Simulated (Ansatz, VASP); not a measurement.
# One calculation of SbSe2, two programs

Contents of INCAR:

```
SYSTEM = SbSe2
ALGO     = Normal         ! electronic algorithm
EDIFF    = 1E-6           ! SCF threshold, eV
ENCUT    = 520            ! plane-wave cutoff, eV
GGA      = PE             ! functional
ISIF     = 2              ! what is computed and relaxed
ISMEAR   = 0              ! smearing method
LASPH    = .True.         ! aspherical terms in the spheres
LCHARG   = .True.         ! write CHGCAR
LELF     = .True.         ! ELF
LREAL    = .False.        ! projectors in reciprocal space
LVHAR    = .True.       
LWAVE    = .False.        ! write WAVECAR
NBANDS   = 16             ! bands
NELM     = 80             ! most SCF steps
PREC     = Accurate       ! precision mode
SIGMA    = 0.1            ! smearing width, eV
```

File KPOINTS:

```
k-points
0
Gamma
  6 6 4
  0 0 0
```

POSCAR

```
SbSe2
1.0
    3.7422370200      0.0000000000      0.0000000000
   -1.8711185100      3.2408723300      0.0000000000
    0.0000000000      0.0000000000      6.8232374400
Sb Se
1 2
Direct
    0.0000000000      0.0000000000      0.0000000000
    0.6666666700      0.3333333300      0.7542821200
    0.3333333300      0.6666666700      0.2457178800
```

Input for Ansatz:

```yaml
crystal:
  lattice:
    - [3.74223702, 0.0, 0.0]
    - [-1.87111851, 3.24087233, 0.0]
    - [0.0, 0.0, 6.82323744]
  atoms:
    - { symbol: Sb, position: [0.0, 0.0, 0.0] }
    - { symbol: Se, position: [0.66666667, 0.33333333, 0.75428212] }
    - { symbol: Se, position: [0.33333333, 0.66666667, 0.24571788] }
basis:
  ecutwfc: 420
kpoints:
  mp_grid: { grid: [6, 6, 4] }
hamiltonian:
  xc: pbe
scf:
  occupations: { method: gaussian, width: 0.1 }
  lower_state_search: "off"
output:
  forces: true
  stress: true
  eigenvalues: true
```

Change from the starting cell: species swapped into the TaS2 type (P-3m1, No. 164).

Alike in both runs: task single point; functional PBE; k mesh 6 × 6 × 4; occupations gaussian, width 0.1 eV; no spin polarisation.

|  | VASP | Ansatz |
| --- | --- | --- |
| version | VASP 6.6.1 | Ansatz 0.2.0 |
| potentials or method | VASP PAW PBE potentials, release 64 (Sb, Se) | scalar-relativistic, plane waves, PAW |
| plane-wave cutoff (eV) | 520 | 420 |
| valence electrons in the cell | 17 | 47 |

|  | VASP | Ansatz | Ansatz less VASP |
| --- | --- | --- | --- |
| gap on the k mesh at the Fermi level (eV) | none | none | - |
| pressure (GPa) | 4.6 | 4.6 | 0.00 |
| largest component of the traceless stress (GPa) | 1.67 | 1.71 | +0.042 |
| rms of the force components (eV/Å) | 0.209 | 0.206 | -0.0027 |

Atom by atom the forces differ by 0.003 eV/Å (rms over components). A gap of «none» marks a metal or a gap that the smearing closes. With one functional, cell and mesh, what is left measures potentials, basis and numerics. The two sets of potentials don't hold the same shells in valence.

Caveats: this functional lacks dispersion, which binds the layers, so the pressure and a relaxed spacing across them are unreliable. Spin-orbit coupling is left out, which matters for the levels of Sb.
